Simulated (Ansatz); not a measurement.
Method: DFT PBE, scalar-relativistic, plane waves, PAW (Ansatz). All cells share a 420 eV cutoff and Γ-centred k meshes spaced at most about 0.3 Å⁻¹ (about 0.25 or finer for metals, 2π included). No spin polarisation.

Each guess is relaxed in cell and atoms at zero pressure, on a coarse mesh first where it starts far from rest and then on a converged one. The steps can't lower the symmetry of the start, but it can rise. Energies are static (0 K, no zero-point motion).

Two unrelaxed guesses for SnH5:

Guess 1.

```xyz
6
Lattice="3.9052 0.0000 0.0000 -1.9526 3.3820 0.0000 0.0000 0.0000 5.4929" Properties=species:S:1:pos:R:3 pbc="T T T"
Sn    1.9526    1.1273    0.0000
H     0.0000    0.0000    0.0000
H     0.0000    0.0000    1.1208
H     0.0000    0.0000    4.3721
H     0.0000    0.0000    3.4163
H     0.0000    0.0000    2.0766
```

Guess 2.

```xyz
6
Lattice="4.5695 0.0000 0.0000 -2.2847 3.9573 0.0000 0.0000 0.0000 3.8235" Properties=species:S:1:pos:R:3 pbc="T T T"
Sn    0.0000    0.0000    0.0000
H     0.0000    2.6382    0.0000
H     2.2848    1.3191    0.0000
H     2.2848    0.0000    1.9117
H     1.1424    1.9787    1.9117
H    -1.1424    1.9787    1.9117
```

Question: Where do they end, and which end is lower?

Answer: Guess 1 ends lower, by 0.74 eV/atom. Guess 1: P-6m2 at 12.1 Å³/atom → P-6m2 at 21.9 Å³/atom; Guess 2: P6/mmm at 11.5 Å³/atom → P6/mmm at 7.5 Å³/atom. Counting H atoms around Sn (those within 1.25 times the shortest such distance or 1.15 times the sum of covalent radii), the end of guess 1 has Sn 3 and the end of guess 2 has Sn 6. The end of guess 1 holds H–H pairs as short as in free H₂ molecules (shortest 0.75 Å); in the end of guess 2 the shortest H–H distance is 1.79 Å. End of guess 1. Conventional cell: a = 3.604 Å, c = 11.699 Å. Around Sn lie 3 H at 2.08 Å; H on a site of symmetry -6m2 is surrounded by 3 Sn at 2.08 Å; around H on a site of symmetry 3m lies 1 H at 0.75 Å; 1 more site not described. End of guess 2. Conventional cell: a = 3.586 Å, c = 4.037 Å. Around Sn lie 6 H at 2.07 Å; around H on a site of symmetry -6m2 lie 3 H at 2.07 Å, 3 Sn at 2.07 Å and 6 H at 2.27 Å; H on a site of symmetry mmm is surrounded by 4 H at 1.79 Å and 4 H at 2.27 Å (long contacts).

Ends held by symmetry can be saddle points. Even the lowest of the cells shown lies +0.27 eV/atom against the elements. No dispersion correction is applied, so the spacing and binding between layers, chains or molecules are poorly described (P-6m2, P6/mmm), and this can change margins and order among such cells. With hydrogen, zero-point motion can shift such differences by 10 meV/atom or more. Some structure types and database cells were kept out of the candidates from the start, so a known form may be missing.
